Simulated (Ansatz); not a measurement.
FeNi: which magnetic state is lowest?

These are results of DFT r2SCAN, scalar-relativistic, plane waves, PAW (Ansatz 0.2.0), not measurements.

```cif
data_structure
_symmetry_space_group_name_H-M 'P 1'
_symmetry_Int_Tables_number 1
_cell_length_a 2.5330
_cell_length_b 2.5330
_cell_length_c 3.5820
_cell_angle_alpha 90.000
_cell_angle_beta 90.000
_cell_angle_gamma 90.000
_cell_volume 22.98
loop_
_atom_site_label
_atom_site_type_symbol
_atom_site_fract_x
_atom_site_fract_y
_atom_site_fract_z
_atom_site_occupancy
Fe1 Fe 0.00000 0.00000 0.00000 1
Ni1 Ni 0.50000 0.50000 0.50000 1
```

```json
{"plane-wave cutoff": "500 eV", "Γ-centred k-mesh": "16×16×12", "occupation rule": "Gaussian smearing, 0.1 eV", "list of starting moments (μB, in atom order)": "4 2", "check for lower electronic states after the SCF": "off"}
```

All runs keep this geometry, which isn't relaxed for the lowest state (largest force there 0.000 eV/Å, pressure -5.5 GPa) and needn't be a stable compound; relaxing each order would shift the differences by some 100 meV/atom, going by the pressures and a bulk modulus of about 150 GPa. Signs run over the atoms with starting moments. r2SCAN tends to overstate moments in metals, so a weak moment here may be absent in the real material. Site moments are spin moments in atom-centred spheres that scale with the neighbour distance. The states are those that the runs reached from these starts; a lower one can exist.

Starts tried: no spin; ferromagnetic; ferrimagnetic in the cell, signs +-. Which state comes out lowest, and what are the moments?

The lowest state is ferromagnetic, reached from the start “ferromagnetic” and the start “ferrimagnetic in the cell, signs +-”, with site moments (μB) Fe +2.99, Ni +0.76.

| start | ends | energy above lowest (meV/atom) | site moments (μB) | gap on mesh (eV) | P (GPa) |
| --- | --- | --- | --- | --- | --- |
| no spin | non-magnetic | 756 | none over 0.05 | metal | -24.9 |
| ferromagnetic | ferromagnetic | 0.00 | Fe +2.99, Ni +0.76 | metal | -5.5 |
| ferrimagnetic in the cell, signs +- | ferromagnetic | 0.00 | Fe +2.99, Ni +0.76 | metal | -5.5 |

Cost: 3 runs of about 3.4 core-minutes in all, on Arm Neoverse V1 (shared hosts).